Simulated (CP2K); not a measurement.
# Al2O3 in CP2K: the effect of functional

Al2O3:

```
Al O
1.0
     4.61378    0.00000    0.00000
     0.00000    9.56328    0.00000
     0.00000    0.00000    3.11986
Al O
4 6
Direct
  0.98298 0.82457 0.00000
  0.01702 0.17543 0.00000
  0.48297 0.67543 0.50000
  0.51702 0.32457 0.50000
  0.50000 0.50000 0.50000
  0.12363 0.75305 0.50000
  0.37637 0.25305 0.00000
  0.62364 0.74695 0.00000
  0.00000 0.00000 0.00000
  0.87636 0.24695 0.50000
```

Measurements of this composition are mostly on another form, of space group No. 167.

Alike in all runs:

```yaml
Program: CP2K 2026.2
Task: single point
Potentials_or_basis: POTENTIAL_UZH Al GTH-PBE-q3, O GTH-PBE-q6; DZVP-MOLOPT-PBE-GTH basis
Density_cutoff: 11565 eV
k_mesh: 5 × 2 × 7
Occupations: fermi-dirac, width 0.05 eV
Spin: no spin polarisation
```

```csv
functional,gap on the mesh (eV),pressure (GPa),largest force (eV/Å)
PBE,3.54,-0.4,0.18
LDA,?,?,?
PBEsol,3.43,-0.8,0.17
RPBE,3.69,0.3,0.20
PW91,3.56,-0.7,0.17
OLYP,3.93,-1.6,0.27
r2SCAN,4.06,-3.6,0.22
```

Problem. What does the run with functional LDA give?

Solution. gap on the mesh 3.33 eV; pressure -1.2 GPa; largest force 0.15 eV/Å.

Caveats: the basis of atomic orbitals isn't converged, which shifts pressures, moduli and gaps; the potentials were made for another functional, which shifts forces and pressure (some runs).

